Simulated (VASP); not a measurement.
Si, 2 atoms in the cell. Symmetry: Fd-3m, No. 227, cubic system. The conventional cell has a = 5.402 Å, b = 5.402 Å, c = 5.402 Å, α = 90.00°, β = 90.00°, γ = 90.00°. Around Si (site symmetry -43m) lie 4 Si at 2.34 Å. 

* Program: VASP 6.6.1
* Task: relaxation of cell and atoms
* Functional: LDA
* Potentials or basis: VASP PAW LDA potentials, release 64 (Si)
* Cutoff: 600 eV
* k mesh: 12 × 12 × 12
* Occupations: gaussian, width 0.02 eV
* Spin: no spin polarisation
* Dipole correction: no
* Further INCAR settings: ALGO = Fast; EDIFF = 1e-06; IBRION = 2; EDIFFG = -0.005; NSW = 100; ISIF = 3

Potentials or basis: VASP PAW LDA potentials, release 64 (Si).

Launch:

```bash
$ cat potpaw_LDA.64/Si/POTCAR > POTCAR
$ mpirun -np 1 vasp_std > vasp.out
```

Hardware: 1 thread of Intel(R) Xeon(R) Platinum 8375C CPU @ 2.90GHz (Ice Lake) (shared host).

**Question.** How long does it take, and how much memory?

**Answer.** Wall time 25 s on 1 thread of Intel(R) Xeon(R) Platinum 8375C CPU @ 2.90GHz (Ice Lake), on a shared host, peak memory 0.16 GiB. Counts: scf iterations 17, k points 72, ion steps 2.
